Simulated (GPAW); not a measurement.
A run of GPAW 26.7.0 is set up as follows.

run.py

```python
import numpy as np
from ase import Atoms
from ase.dft.bandgap import bandgap
from ase.io import write
from gpaw import GPAW, PW
from gpaw.response.df import DielectricFunction

atoms = Atoms(['K', 'F'],
              cell=[[0.0, 2.67185, 2.67185],
                    [2.67185, 0.0, 2.67185],
                    [2.67185, 2.67185, 0.0]],
              scaled_positions=[[0.0, 0.0, 0.0],
                                [0.5, 0.5, 0.5]],
              pbc=True)

calc = GPAW(mode=PW(600),
            xc='PBE',
            kpts={'size': (7, 7, 7), 'gamma': True},
            occupations={'name': 'fermi-dirac', 'width': 0.001},
            nbands=16,
            convergence={'density': 1e-06},
            maxiter=150,
            txt='gpaw.txt')
atoms.calc = calc
energy = atoms.get_potential_energy()
calc.write('gs.gpw')
write('result.traj', atoms)
print(f'Energy: {energy:.6f} eV')
print('Fermi level:', round(calc.get_fermi_level(), 4), 'eV')
print(f'Gap: {bandgap(calc)[0]:.4f} eV, direct: {bandgap(calc, direct=True)[0]:.4f} eV')

for size in [(15, 15, 15), (22, 22, 22)]:
    name = 'x'.join(str(n) for n in size)
    dense = calc.fixed_density(kpts={'size': size, 'gamma': True},
                               nbands=34, convergence={'bands': 28, 'eigenstates': 1e-7},
                               update_fermi_level=True, txt=f'dense-{name}.txt')
    dense.write(f'{name}.gpw', mode='all')
    df = DielectricFunction(f'{name}.gpw', frequencies=np.array([0.0]), hilbert=False, eta=0.001,
                            ecut=80, nbands=28, intraband=False, txt=f'df-{name}.txt')
    for xc in ['RPA', 'LR0.1', 'ALDA']:
        for direction in ['x', 'y', 'z', [0, 1, 1], [1, 0, 1], [1, 1, 0]]:
            e0, e = df.get_macroscopic_dielectric_constant(xc=xc, direction=direction)
            print(f'{name} {xc} {direction}: {e0:.4f} without, {e:.4f} with local fields')
```

Potentials or basis: GPAW PAW data sets (gpaw-data 1.2.1), pw.

Command:

```sh
$ OMP_NUM_THREADS=1 python run.py
```

Problem. Estimate the electronic dielectric tensor (diagonal).

Solution. 1.89.

Problem. What does it give for the band gap on the k mesh?

Solution. 6.18 eV, direct.

Electronic dielectric tensor:
```
1.89 0.00 0.00
0.00 1.89 0.00
0.00 0.00 1.89
```

Caveat: the long-wavelength limit can be off by a per cent or two. PBE gaps usually lie below the measured ones, often by a third to a half.
